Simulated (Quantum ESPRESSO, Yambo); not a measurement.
Planning a run of Yambo 5.3.0 on ZnSe (Stilleite). The input:

```
HF_and_locXC
gw0
dyson
ppa
em1d
rim_cut
RandQpts= 1000000
RandGvec= 1 RL
EXXRLvcs= 104 Ry
VXCRLvcs= 416 Ry
Chimod= "HARTREE"
% BndsRnXp
 1 | 314 |
%
NGsBlkXp= 15.5 Ry
% LongDrXp
 1 | 1 | 1 |
%
% GbndRnge
 1 | 314 |
%
DysSolver= "n"
ExtendOut
PPAPntXp= 27.21138 eV
% QPkrange
 1 | 1 | 21 | 24 |
%
```

```sh
OMP_NUM_THREADS=1 mpirun -n 4 yambo -F gw5.in -J gw5 -C gw5 > gw5.log
```

The stored states that it reads are on a 4×4×4 mesh. Symmetry: F-43m, No. 216, cubic system. The conventional cell has a = 5.668 Å, b = 5.668 Å, c = 5.668 Å, α = 90.00°, β = 90.00°, γ = 90.00°. Nearest to Zn lie 4 Se at 2.45 Å. Nearest to Se lie 4 Zn at 2.45 Å. Farther neighbours and most contacts between anions are not listed.

**Question.** How long will it take on 4 MPI ranks of Arm Neoverse V2, shared host, and how much memory?

It took 7.3 min; on shared hardware allow 3.7 min to 15 min. Peak host memory was 2.7 GiB.

The screening grows as filled bands × empty bands × pairs of k points, times the square of the screening basis for the matrix.

[Paths, hosts, dates, memory and timing lines, banners, echoed tables and standing remarks are left out of the program output.]

[Logs are printed without paths, hosts, clocks, repeated set-up lines and the standing remarks that a program may print on its own settings, such as how far it seeks lower states.]

[Runs of the session that timed out or met a known fault of the program may be left out.]

[Hosts, paths, dates, database ids (printed as entryN), source tags and the programs' standing remarks are cut or masked in the printed files.]
